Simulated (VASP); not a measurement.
# BN in VASP 6.6.1, single-point calculation

INCAR

```
NELM = 120
LASPH = .TRUE.
GGA = PE
ADDGRID = .TRUE.
LCHARG = .FALSE.
ISIF = 2
NSW = 0
IBRION = -1
LREAL = .FALSE.
SIGMA = 0.02
NBANDS = 11
EDIFF = 1E-7
ISMEAR = -1
PREC = Accurate
ENCUT = 520
LWAVE = .FALSE.
```

KPOINTS

```
KPOINTS created by Atomic Simulation Environment
0
Monkhorst-Pack
12 12 12
0 0 0
```

POSCAR

```
B  N
 1.0000000000000000
     0.0000000000000000    1.8048254496633853    1.8048254496633853
     1.8048254496633853    0.0000000000000000    1.8048254496633853
     1.8048254496633853    1.8048254496633853    0.0000000000000000
 B   N
   1   1
Cartesian
  0.0000000000000000  0.0000000000000000  0.0000000000000000
  0.9024127248316929  0.9024127248316929  0.9024127248316929
```

The recommended PBE PAW datasets give the neutral cell 8 valence electrons.

Command

```
mpirun -np 1 vasp_std
```

OSZICAR

```
N       E                     dE             d eps       ncg     rms          rms(c)
DAV:   1     0.998350244914E+01    0.99835E+01   -0.50555E+03  4156   0.726E+02
DAV:   2    -0.179135353522E+02   -0.27897E+02   -0.27091E+02  4757   0.165E+02
DAV:   3    -0.184197976310E+02   -0.50626E+00   -0.50542E+00  4723   0.189E+01
DAV:   4    -0.184203851309E+02   -0.58750E-03   -0.58749E-03  4292   0.716E-01
DAV:   5    -0.184203856575E+02   -0.52663E-06   -0.52662E-06  4607   0.213E-02    0.673E+00
DAV:   6    -0.175359394037E+02    0.88445E+00   -0.29278E+00  4229   0.991E+00    0.328E+00
DAV:   7    -0.174625347804E+02    0.73405E-01   -0.10603E-01  4550   0.268E+00    0.193E+00
DAV:   8    -0.174480727590E+02    0.14462E-01   -0.35720E-02  4495   0.138E+00    0.195E-01
DAV:   9    -0.174482541997E+02   -0.18144E-03   -0.95557E-04  4205   0.259E-01    0.840E-02
DAV:  10    -0.174483409549E+02   -0.86755E-04   -0.12131E-04  4439   0.940E-02    0.151E-02
DAV:  11    -0.174483462156E+02   -0.52607E-05   -0.91543E-06  4596   0.248E-02    0.106E-02
DAV:  12    -0.174483462611E+02   -0.45441E-07   -0.15826E-06  4469   0.860E-03    0.627E-04
DAV:  13    -0.174483462518E+02    0.92873E-08   -0.22518E-08  2176   0.148E-03
   1 F= -.17448346E+02 E0= -.17448346E+02  d E =-.198346E-13
```

Standard output (part)

```
POSCAR found type information on POSCAR B N
 POSCAR found :  2 types and       2 ions
 LDA part: xc-table for (Slater+PW92), standard interpolation
 POSCAR, INCAR and KPOINTS ok, starting setup
 WAVECAR not read
 entering main loop
```

From OUTCAR

```
k-points           NKPTS =    182   k-points in BZ     NKDIM =    182   number of bands    NBANDS=     11

   NELECT =       8.0000    total number of electrons

   dimension x,y,z NGX =    20 NGY =   20 NGZ =   20
   dimension x,y,z NGXF=    40 NGYF=   40 NGZF=   40

  energy-cutoff  :      520.00
  volume of cell :       11.76
      direct lattice vectors                 reciprocal lattice vectors
     0.000000000  1.804825450  1.804825450    -0.277035101  0.277035101  0.277035101
     1.804825450  0.000000000  1.804825450     0.277035101 -0.277035101  0.277035101
     1.804825450  1.804825450  0.000000000     0.277035101  0.277035101 -0.277035101

 k-points in reciprocal lattice and weights: KPOINTS created by Atomic Simulation Env
   0.04166667  0.04166667  0.04166667       0.001
   0.12500000  0.04166667  0.04166667       0.003
   0.20833333  0.04166667  0.04166667       0.003
   0.29166667  0.04166667  0.04166667       0.003
   0.37500000  0.04166667  0.04166667       0.003
   0.45833333  0.04166667  0.04166667       0.003
  -0.45833333  0.04166667  0.04166667       0.003
  -0.37500000  0.04166667  0.04166667       0.003
   ...

 E-fermi :   7.9218

 k-point     1 :       0.0417    0.0417    0.0417
  band No.  band energies     occupation
      1     -12.7811      2.00000
      2       7.2135      2.00000
      3       7.4103      2.00000
      4       7.4103      2.00000
      5      16.3656      0.00000
      6      16.3710      0.00000
      7      16.3710      0.00000
      8      18.0226      0.00000
      9      32.2405      0.00000
     10      34.1966      0.00000
     11      34.1966      0.00000

 k-point     2 :       0.1250    0.0417    0.0417
  band No.  band energies     occupation
      1     -12.5553      2.00000
      2       6.1942      2.00000
      3       6.8969      2.00000
      4       7.3283      2.00000
      5      16.5457      0.00000
      6      16.5514      0.00000
      7      16.9769      0.00000
      8      18.7172      0.00000
      9      31.6451      0.00000
     10      31.8742      0.00000
     11      33.6626      0.00000

 k-point     3 :       0.2083    0.0417    0.0417
  band No.  band energies     occupation
      1     -11.9994      2.00000
      2       4.0270      2.00000
      3       6.3523      2.00000
      4       6.9400      2.00000
      5      16.9391      0.00000
      6      17.1328      0.00000
      7      17.6477      0.00000
      8      20.0227      0.00000
      9      30.4952      0.00000
     10      30.7383      0.00000
     11      32.9405      0.00000

 k-point     4 :       0.2917    0.0417    0.0417
  band No.  band energies     occupation
      1     -11.1412      2.00000
      2       1.5627      2.00000
      3       5.8530      2.00000
      4       6.4301      2.00000
      5      17.2905      0.00000
      6      17.7278      0.00000
      7      18.1535      0.00000
      8      21.2475      0.00000
      9      30.2998      0.00000
     10      30.4160      0.00000
     11      32.6641      0.00000

 k-point     5 :       0.3750    0.0417    0.0417
  band No.  band energies     occupation
      1     -10.0560      2.00000
      2      -0.7785      2.00000
      3       5.4975      2.00000
      4       5.9552      2.00000
      5      17.5684      0.00000
      6      18.0742      0.00000
      7      18.2931      0.00000
      8      22.1497      0.00000
      9      30.5206      0.00000
     10      31.3180      0.00000
     11      33.2813      0.00000

 ...

  Total        0.3682391      0.3682391      0.3682391     -0.0000000      0.0000000     -0.0000000
  in kB       50.1770145     50.1770145     50.1770145     -0.0000000      0.0000000     -0.0000000
  external PRESSURE =      50.1770145 kB  Pullay stress =       0.0000000 kB

 POSITION                                       TOTAL-FORCE (eV/Angst)
 -----------------------------------------------------------------------------------
      0.00000      0.00000      0.00000         0.000000      0.000000      0.000000
      0.90241      0.90241      0.90241        -0.000000     -0.000000     -0.000000
 -----------------------------------------------------------------------------------
    total drift:                                0.000000      0.000000      0.000000

  FREE ENERGIE OF THE ION-ELECTRON SYSTEM (eV)
  ---------------------------------------------------
  free  energy   TOTEN  =       -17.4483462518 eV

  energy  without entropy=      -17.4483462518  energy(sigma->0) =      -17.44834625
```

It converged. Results: gap between bands v and c on the k mesh 4.66 eV; least direct gap on the k mesh 8.90 eV; pressure 5.0 GPa. Band v is the last that the valence electrons fill when counted band by band, and c is the next.

The shifted mesh misses Γ, so a band edge there is missed.

For comparison, a separate PBE run of the intended cell, on usual settings and not on those above, gives a gap of 4.46 eV on its mesh and a pressure of 5.0 GPa.

The run above took about 22 s on one core of a shared host (Intel Xeon Platinum 8488C) and held 0.16 GiB at most.
